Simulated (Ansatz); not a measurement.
Input deck for Ansatz 0.2.0, then the block of the output on the nuclei.

The cell is a Materials Project structure (computed, not necessarily an observed phase).

```yaml
crystal:
  lattice:
    - [-3.357551, 3.357551, 3.357551]
    - [3.357551, -3.357551, 3.357551]
    - [3.357551, 3.357551, -3.357551]
  atoms:
    - { symbol: Hf, position: [0.875, 0.25, 0.125] }
    - { symbol: Hf, position: [0.125, 0.875, 0.25] }
    - { symbol: Hf, position: [0.375, 0.625, 0.75] }
    - { symbol: Hf, position: [0.25, 0.125, 0.875] }
    - { symbol: Hf, position: [0.75, 0.375, 0.625] }
    - { symbol: Hf, position: [0.625, 0.75, 0.375] }
    - { symbol: "N", position: [0.5, 0.0, 0.633666] }
    - { symbol: "N", position: [0.133666, 0.5, 0.0] }
    - { symbol: "N", position: [0.366334, 0.366334, 0.366334] }
    - { symbol: "N", position: [0.0, 0.133666, 0.5] }
    - { symbol: "N", position: [0.866334, 0.866334, 0.866334] }
    - { symbol: "N", position: [0.0, 0.633666, 0.5] }
    - { symbol: "N", position: [0.5, 0.0, 0.133666] }
    - { symbol: "N", position: [0.633666, 0.5, 0.0] }
kpoints:
  mp_grid: { grid: [6, 6, 6] }
scf:
  occupations: { method: fermi_dirac, width: 0.02 }
hamiltonian:
  xc: r2scan
  pseudopotentials: { kind: paw, frozen_core: stored }
output:
  forces: true
  stress: true
  populations: true
  efg: { quadrupole_moments_barn: { Hf: 3.365, "N": 0.02044 } }
```

```sh
ansatz run input.yaml --threads 1 --pin off --max-ram 3072MiB --backend cpu --events-out ev --progress --plain --runs-dir out
```

Of the output, the block on the nuclei alone is shown; the set-up, the SCF iterations, energies, forces and stress are cut. One atom of each set with nearly equal values is shown.

```
--- PAW observables at the nuclei: V_zz in 10²¹ V/m², potentials from the cell's mean, atoms counted from 1 ---
  atom   1  Hf V_zz =   +27.110061   η = 0.0000   by run symmetry: allowed   C_q = +2205.8193 MHz
            electrostatic potential = -14186.086857 V   contact ρ = none
  atom   7  N  V_zz =    +0.889366   η = 0.0000   by run symmetry: allowed   C_q = +0.4396 MHz
            electrostatic potential = -527.779148 V   contact ρ = none
```

Hardware: 1 thread of Intel Xeon 6975P-C (Granite Rapids) (x86_64; 16 cores open to the job, memory cap 3.0 GiB, no GPU), a shared host with a load of 0.4 a core. Wall time 32 s, CPU time 32 s, peak memory 0.87 GiB.

Without spin–orbit coupling the gradients at and beside Hf can be off by some per cent, at some sites by more.
